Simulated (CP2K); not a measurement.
The system is SiC (Moissanite 6H).

```
CELL_PARAMETERS angstrom
3.09500 0.00000 0.00000
-1.54750 2.68035 0.00000
0.00000 0.00000 15.17000
ATOMIC_POSITIONS crystal
Si 0.66667 0.33333 0.45830
Si 0.33333 0.66667 0.95830
Si 0.66667 0.33333 0.79170
Si 0.33333 0.66667 0.29170
Si 0.00000 0.00000 0.62500
Si 0.00000 0.00000 0.12500
C 0.66667 0.33333 0.33330
C 0.33333 0.66667 0.83330
C 0.66667 0.33333 0.66670
C 0.33333 0.66667 0.16670
C 0.00000 0.00000 0.50000
C 0.00000 0.00000 0.00000
```

Base run:

```yaml
Program: CP2K 2026.2
Functional: r2SCAN
Potentials_or_basis: POTENTIAL_UZH Si GTH-PBE-q4, C GTH-PBE-q4; DZVP-MOLOPT-PBE-GTH basis
Density_cutoff: 9184 eV
k_mesh: 8 × 8 × 2
Occupations: fermi-dirac, width 0.05 eV
Spin: no spin polarisation
```

Its results: band gap on the k mesh 2.60 eV, indirect (least direct gap 3.78 eV); pressure -2.5 GPa; largest force 0.141 eV/Å.

Task: The run is repeated on the same cell with these changes: functional from r2SCAN to optB88-vdW. What comes out?

Result: Band gap on the k mesh 2.42 eV, indirect (least direct gap 3.50 eV); pressure -0.2 GPa; largest force 0.152 eV/Å.

Caveats: the potentials were made for another functional, which shifts forces and pressure; the basis of atomic orbitals isn't converged, which shifts pressures, moduli and gaps.
